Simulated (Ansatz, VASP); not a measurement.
One calculation of Nb, two programs

```xyz
1
Lattice="0.0000 2.1192 2.1192 2.1192 0.0000 2.1192 2.1192 2.1192 0.0000" Properties=species:S:1:pos:R:3 pbc="T T T"
Nb    0.0000    0.0000    0.0000
```

The cell was built by a generator and needn't be a form met in nature.

Alike in both runs: functional revPBE; k mesh 13 × 13 × 13; occupations fermi-dirac, width 0.1 eV; no spin polarisation.

Ansatz relaxed the structure, and its values are those at the end. VASP's run is a single point on that final structure, the one shown.

|  | VASP | Ansatz |
| --- | --- | --- |
| version | VASP 6.6.1 | Ansatz 0.2.0 |
| potentials or method | VASP PAW PBE potentials, release 64 (Nb_sv) | plane waves (420 eV) with PAW, scalar-relativistic |
| plane-wave cutoff (eV) | 520 | 420 |
| valence electrons in the cell | 13 | 13 |

```csv
,VASP,Ansatz,Ansatz less VASP
pressure (GPa),-0.4,0.0,+0.32
```

Caveats: the PAW data sets were made with another functional, which shifts forces and pressure a little (VASP).
